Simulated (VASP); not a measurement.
Write the native input for VASP 6.6.1 that does the following.

```
Task                   : single point
Functional             : PBE
Potentials or basis    : VASP PAW PBE potentials, release 64 (Ag)
Cutoff                 : 520 eV
k mesh                 : 6 × 6 × 2
Occupations            : gaussian, width 0.1 eV
Spin                   : no spin polarisation
Dipole correction      : no
Further INCAR settings : ALGO = Fast; EDIFF = 1e-06; NBANDS = 54
```

The structure of Ag lies in POSCAR:

```
Ag
1.0
    2.8857766383      0.0000000000      0.0000000000
   -1.4428883191      2.4991558784      0.0000000000
    0.0000000000      0.0000000000     20.8128327625
Ag
8
Direct
    0.0000000000      0.0000000000      0.0665995391
    0.0000000000      0.0000000000      0.5665995391
    0.0000000000      0.0000000000      0.4334004609
    0.0000000000      0.0000000000      0.9334004609
    0.3333333333      0.6666666667      0.1834189079
    0.6666666667      0.3333333333      0.6834189079
    0.3333333333      0.6666666667      0.3165810921
    0.6666666667      0.3333333333      0.8165810921
```

The cell was built by a generator and needn't be a form met in nature.

These files were run (other wordings do the same):

INCAR

```
PREC = Accurate ; ENCUT = 520
EDIFF = 1E-6 ; ISMEAR = 0
SIGMA = 0.1 ; LREAL = F
LASPH = T ; NELM = 100
ALGO = Fast ; ISIF = 2
LWAVE = F ; LCHARG = F
GGA = PE ; NBANDS = 54
```

KPOINTS

```
regular mesh
0
Gamma
  6 6 2
```

Potentials or basis: VASP PAW PBE potentials, release 64 (Ag).

Launch:

```console
$ cat potpaw_PBE.64/Ag/POTCAR > POTCAR
$ mpirun -np 1 vasp_std > vasp.out
```

Results of the run:

- Pressure: 0.0 GPa
- Largest force: 0.003 eV/Å
- Band gap on the k mesh: none (metal or under the smearing width)

Caveat: the k mesh is coarse (spacing up to 0.42 Å⁻¹), so the values aren't converged.

Wall time 55 s on 1 thread of Intel(R) Xeon(R) 6975P-C (Granite Rapids) (shared host), peak memory 0.32 GiB.
